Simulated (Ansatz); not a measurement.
# MoS$_{2}$ (P-6m2), clamped-ion strain scan

Method: Ansatz, DFT PBE+D3(BJ), scalar-relativistic, plane waves, PAW. The runs took a 420 eV cutoff, a Γ-centred 12×12×4 mesh and Gaussian smearing (0.05 eV). No spin polarisation. Energies are free energies at this smearing, counted from the undisturbed cell; pressure is positive in compression.

The starting cell (relaxed at this level; this form isn't the usual structure):

```yaml
crystal:
  lattice:
    - [3.14972, 0.00000, 0.00000]
    - [-1.57486, 2.72774, 0.00000]
    - [0.00000, 0.00000, 6.64754]
  atoms:
    - { symbol: Mo, position: [0.00000, 0.00000, 0.00000] }
    - { symbol: S, position: [0.33333, 0.66667, 0.23567] }
    - { symbol: S, position: [0.33333, 0.66667, 0.76433] }
```

The cell is strained by ε times the Voigt pattern (0, 0, 0, 0, 1, 0) (xx, yy, zz, yz, xz, xy; engineering shear) with fractional coordinates fixed.

| ε | ΔE (meV/atom) | stress summed along the pattern (GPa, tension positive) | pressure (GPa) | gap on the mesh (eV) |
| --- | --- | --- | --- | --- |
| -0.0400 | 11.9 | -5.03 | 0.3 | 1.19 |
| -0.0200 | 3.0 | -2.51 | 0.1 | 1.20 |
| 0.0000 | 0.0 | 0.00 | 0.0 | 1.21 |
| 0.0050 | 0.2 | 0.63 | 0.0 | 1.21 |
| 0.0100 | 0.7 | 1.25 | 0.0 | 1.21 |
| 0.0150 | 1.7 | 1.88 | 0.0 | 1.20 |
| 0.0250 | 4.7 | 3.14 | 0.1 | 1.20 |
| 0.0300 | 6.7 | 3.77 | 0.1 | 1.20 |
| 0.0350 | 9.1 | 4.40 | 0.2 | 1.19 |

By symmetry 0.0400 repeats -0.0400, -0.0300 repeats 0.0300, 0.0200 repeats -0.0200, -0.0100 repeats 0.0100 in energy, with the opposite slope along the path.

Cost: 9 runs of about 0.51 core-minutes in all, on AMD EPYC 9R45 (Zen 5) (shared hosts).